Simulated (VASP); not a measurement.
# KCl (Fm-3m) in VASP: notebook, part 2 of 2

VASP 6.6.1. The steps go on from the part before.

## 3. Single point, r2SCAN (30.17 Å³/atom)

This run uses another cell than the first one, of 30.17 Å³/atom.

File POSCAR:

```
KCl
1.0
    0.0000000000      3.1130788054      3.1130788054
    3.1130788054      0.0000000000      3.1130788054
    3.1130788054      3.1130788054      0.0000000000
K Cl
1 1
Direct
    0.0000000000      0.0000000000      0.0000000000
    0.5000000000      0.5000000000      0.5000000000
```

File INCAR.step1:

```
SYSTEM = KCl
  PREC = Accurate
  ENCUT = 520
  ISMEAR = 0
  SIGMA = 0.01
  LREAL = .FALSE.
  LASPH = .TRUE.
  NELM = 100
  NBANDS = 15
  GGA = PE
  ALGO = Normal
  EDIFF = 1E-4
  LWAVE = .TRUE.
  LCHARG = .FALSE.
```

File INCAR.step2:

```
SYSTEM = KCl
  PREC = Accurate
  ENCUT = 520
  EDIFF = 1E-6
  ISMEAR = 0
  SIGMA = 0.01
  LREAL = .FALSE.
  LASPH = .TRUE.
  NELM = 100
  ALGO = Normal
  ISIF = 2
  LWAVE = .FALSE.
  LCHARG = .FALSE.
  METAGGA = R2SCAN
  LMIXTAU = .TRUE.
  NBANDS = 15
  ISTART = 1
```

File KPOINTS:

```
Automatic mesh
0
G
  6 6 6
  0 0 0
```

Potentials or basis: VASP PAW PBE potentials, release 64 (K_sv, Cl).

The run is started by

```console
cat potpaw_PBE.64/K_sv/POTCAR potpaw_PBE.64/Cl/POTCAR > POTCAR
cp INCAR.step1 INCAR
mpirun -np 1 vasp_std > vasp.out
cp INCAR.step2 INCAR
mpirun -np 1 vasp_std > vasp.out
```

It took 25 s on 1 thread of Intel Xeon 6975P-C (Granite Rapids), shared host; peak memory 0.21 GiB.

It converged, with:

* Free energy: -16.5021 eV
* Pressure: 0.7 GPa
* Band gap on the k mesh: 5.95 eV

Levels at points of the mesh, in eV from the valence-band top:
| k point | band 6 | band 7 | band 8 | band 9 | band 10 | band 11 |
| --- | --- | --- | --- | --- | --- | --- |
| (0.00, 0.00, 0.00) | 0.00 | 0.00 | 0.00 | 5.95 | 9.05 | 9.05 |
| (0.50, 0.00, 0.00) | -1.10 | -0.35 | -0.35 | 8.23 | 9.37 | 11.43 |
| (0.50, 0.50, 0.00) | -0.69 | -0.23 | -0.23 | 7.00 | 9.37 | 10.89 |

Caveat: the PAW data sets were made with another functional, which shifts forces and pressure a little.

## 4. Single point, r2SCAN

This run uses another cell than the first one, of 31.10 Å³/atom.

File POSCAR:

```
KCl
1.0
    0.0000000000      3.1448471098      3.1448471098
    3.1448471098      0.0000000000      3.1448471098
    3.1448471098      3.1448471098      0.0000000000
K Cl
1 1
Direct
    0.0000000000      0.0000000000      0.0000000000
    0.5000000000      0.5000000000      0.5000000000
```

File INCAR.step1:

```
ALGO     = Normal         # electronic algorithm
EDIFF    = 1E-4           # SCF threshold, eV
ENCUT    = 520            # plane-wave cutoff, eV
GGA      = PE             # functional
ISMEAR   = 0              # smearing method
LASPH    = True           # aspherical terms in the spheres
LCHARG   = False          # write CHGCAR
LREAL    = False          # projectors in reciprocal space
LWAVE    = True           # write WAVECAR
NBANDS   = 15             # bands
NELM     = 80             # most SCF steps
PREC     = Accurate       # precision mode
SIGMA    = 0.01           # smearing width, eV
```

File INCAR.step2:

```
ALGO     = Normal         # electronic algorithm
EDIFF    = 1E-7           # SCF threshold, eV
ENCUT    = 520            # plane-wave cutoff, eV
ISIF     = 2              # what is computed and relaxed
ISMEAR   = 0              # smearing method
ISTART   = 1            
LASPH    = True           # aspherical terms in the spheres
LCHARG   = False          # write CHGCAR
LMIXTAU  = True         
LREAL    = False          # projectors in reciprocal space
LWAVE    = False          # write WAVECAR
METAGGA  = R2SCAN         # meta-GGA
NBANDS   = 15             # bands
NELM     = 80             # most SCF steps
PREC     = Accurate       # precision mode
SIGMA    = 0.01           # smearing width, eV
```

File KPOINTS:

```
k-points
0
Gamma
  6 6 6
```

The run is started by

```console
cat potpaw_PBE.64/K_sv/POTCAR potpaw_PBE.64/Cl/POTCAR > POTCAR
cp INCAR.step1 INCAR
mpirun -np 1 vasp_std > vasp.out
cp INCAR.step2 INCAR
mpirun -np 1 vasp_std > vasp.out
```

Wall time 38 s (1 thread of Intel Xeon 6975P-C (Granite Rapids), shared host); peak memory 0.22 GiB.

The run converged. Its results:

```
Free energy            : -16.5065 eV
Pressure               : 0.0 GPa
Band gap on the k mesh : 5.84 eV
```

Levels at points of the mesh, in eV from the valence-band top:
```tsv
k point	band 5	band 6	band 7	band 8	band 9	band 10	band 11	band 12
(0.00, 0.00, 0.00)	-10.96	0.00	0.00	0.00	5.84	9.03	9.03	9.03
(0.50, 0.00, 0.00)	-10.73	-1.05	-0.32	-0.32	8.14	9.25	11.33	11.33
(0.50, 0.50, 0.00)	-11.01	-0.67	-0.23	-0.23	7.03	9.22	10.70	11.11
```

Caveat: the PAW data sets were made with another functional, which shifts forces and pressure a little.

## 5. Single point, r2SCAN (32.04 Å³/atom)

This run uses another cell than the first one, of 32.04 Å³/atom.

File POSCAR:

```
KCl
1.0
    0.0000000000      3.1759862350      3.1759862350
    3.1759862350      0.0000000000      3.1759862350
    3.1759862350      3.1759862350      0.0000000000
K Cl
1 1
Direct
    0.0000000000      0.0000000000      0.0000000000
    0.5000000000      0.5000000000      0.5000000000
```

File INCAR.step1:

```
SYSTEM = KCl
  PREC = Accurate
  ENCUT = 520
  ISMEAR = 0
  SIGMA = 0.01
  LREAL = .FALSE.
  LASPH = .TRUE.
  NELM = 80
  NBANDS = 15
  GGA = PE
  ALGO = Normal
  EDIFF = 1E-4
  LWAVE = .TRUE.
  LCHARG = .FALSE.
```

File INCAR.step2:

```
SYSTEM = KCl
  PREC = Accurate
  ENCUT = 520
  EDIFF = 1E-7
  ISMEAR = 0
  SIGMA = 0.01
  LREAL = .FALSE.
  LASPH = .TRUE.
  NELM = 80
  ALGO = Normal
  ISIF = 2
  LWAVE = .FALSE.
  LCHARG = .FALSE.
  METAGGA = R2SCAN
  LMIXTAU = .TRUE.
  NBANDS = 15
  ISTART = 1
```

File KPOINTS:

```
regular mesh
0
G
  6 6 6
  0 0 0
```

The run is started by

```console
cat potpaw_PBE.64/K_sv/POTCAR potpaw_PBE.64/Cl/POTCAR > POTCAR
cp INCAR.step1 INCAR
mpirun -np 1 vasp_std > vasp.out
cp INCAR.step2 INCAR
mpirun -np 1 vasp_std > vasp.out
```

Wall time 39 s (1 thread of Intel Xeon 6975P-C (Granite Rapids), shared host); peak memory 0.22 GiB.

It converged, with:

```yaml
Free_energy: -16.5041 eV
Pressure: -0.5 GPa
Band_gap_on_the_k_mesh: 5.73 eV
```

Levels at points of the mesh, in eV from the valence-band top:
```
           k point  band 6  band 7  band 8  band 9  band 10  band 11
(0.00, 0.00, 0.00)    0.00    0.00    0.00    5.73     9.02     9.02
(0.50, 0.00, 0.00)   -1.00   -0.30   -0.30    8.05     9.13    11.23
(0.50, 0.50, 0.00)   -0.65   -0.22   -0.22    7.06     9.09    10.52
```

Caveat: the PAW data sets were made with another functional, which shifts forces and pressure a little.

## 6. Single point, r2SCAN (32.97 Å³/atom)

This run uses another cell than the first one, of 32.97 Å³/atom.

File POSCAR:

```
KCl
1.0
    0.0000000000      3.2065264377      3.2065264377
    3.2065264377      0.0000000000      3.2065264377
    3.2065264377      3.2065264377      0.0000000000
K Cl
1 1
Direct
    0.0000000000      0.0000000000      0.0000000000
    0.5000000000      0.5000000000      0.5000000000
```

File INCAR.step1:

```
SYSTEM = KCl
PREC = Accurate
ENCUT = 520
ISMEAR = 0
SIGMA = 0.01
LREAL = .FALSE.
LASPH = .TRUE.
NELM = 100
NBANDS = 15
GGA = PE
ALGO = Normal
EDIFF = 1E-4
LWAVE = .TRUE.
LCHARG = .FALSE.
```

File INCAR.step2:

```
SYSTEM = KCl
PREC = Accurate
ENCUT = 520
EDIFF = 1E-6
ISMEAR = 0
SIGMA = 0.01
LREAL = .FALSE.
LASPH = .TRUE.
NELM = 100
ALGO = Normal
ISIF = 2
LWAVE = .FALSE.
LCHARG = .FALSE.
METAGGA = R2SCAN
LMIXTAU = .TRUE.
NBANDS = 15
ISTART = 1
```

KPOINTS is that of step 5.

Potentials or basis: VASP PAW PBE potentials, release 64 (K_sv, Cl).

The run is started by

```console
cat potpaw_PBE.64/K_sv/POTCAR potpaw_PBE.64/Cl/POTCAR > POTCAR
cp INCAR.step1 INCAR
mpirun -np 1 vasp_std > vasp.out
cp INCAR.step2 INCAR
mpirun -np 1 vasp_std > vasp.out
```

Run time: 34 s. Hardware: 1 thread of Intel Xeon 6975P-C (Granite Rapids), shared host; peak memory 0.21 GiB.

Results (log left out):

| Item | Value |
| --- | --- |
| Free energy | -16.4959 eV |
| Pressure | -1.0 GPa |
| Band gap on the k mesh | 5.64 eV |

Levels at points of the mesh, in eV from the valence-band top:
```
           k point  band 6  band 7  band 8  band 9  band 10  band 11
(0.00, 0.00, 0.00)    0.00    0.00    0.00    5.64     9.00     9.00
(0.50, 0.00, 0.00)   -0.95   -0.28   -0.28    7.97     9.01    11.14
(0.50, 0.50, 0.00)   -0.63   -0.21   -0.21    7.08     8.96    10.35
```

Caveat: the PAW data sets were made with another functional, which shifts forces and pressure a little.

## 7. Overview

```csv
cell,gap on the mesh (eV),pressure (GPa)
"a = 4.357 Å, angles 60.0°, 2 atoms",6.06,1.4
"a = 4.403 Å, angles 60.0°, 2 atoms",5.95,0.7
"a = 4.447 Å, angles 60.0°, 2 atoms",5.84,0.0
"a = 4.492 Å, angles 60.0°, 2 atoms",5.73,-0.5
"a = 4.535 Å, angles 60.0°, 2 atoms",5.64,-1.0
```

Alike in all rows: task single point; level r2SCAN; potentials or basis VASP PAW PBE potentials, release 64 (K_sv, Cl); no spin polarisation; k mesh 6 × 6 × 6; cutoff (eV) 520; smearing gaussian 0.01 eV.

Caveats: the PAW data sets were made with another functional, which shifts forces and pressure a little.

Total energies depend on the potentials used, so only differences within one code and one set of settings carry meaning.

## 8. Comparison with measurements

Step 3. Against the measured gap of KCl, 8.68 eV (a printed reference work, monograph), the calculated 5.95 eV is off by -2.73 eV. The value is that of r2SCAN, without temperature or zero-point motion.

Step 4. A measured gap of KCl is 8.68 eV (a printed reference work, monograph); the calculated 5.84 eV misses it by -2.84 eV. The value is that of r2SCAN, without temperature or zero-point motion.

Step 5. Against the measured gap of KCl, 8.68 eV (a printed reference work, monograph), the calculated 5.73 eV is off by -2.95 eV. The value is that of r2SCAN, without temperature or zero-point motion.

Step 6. A measured gap of KCl is 8.68 eV (a printed reference work, monograph); the calculated 5.64 eV misses it by -3.04 eV. The value is that of r2SCAN, without temperature or zero-point motion.
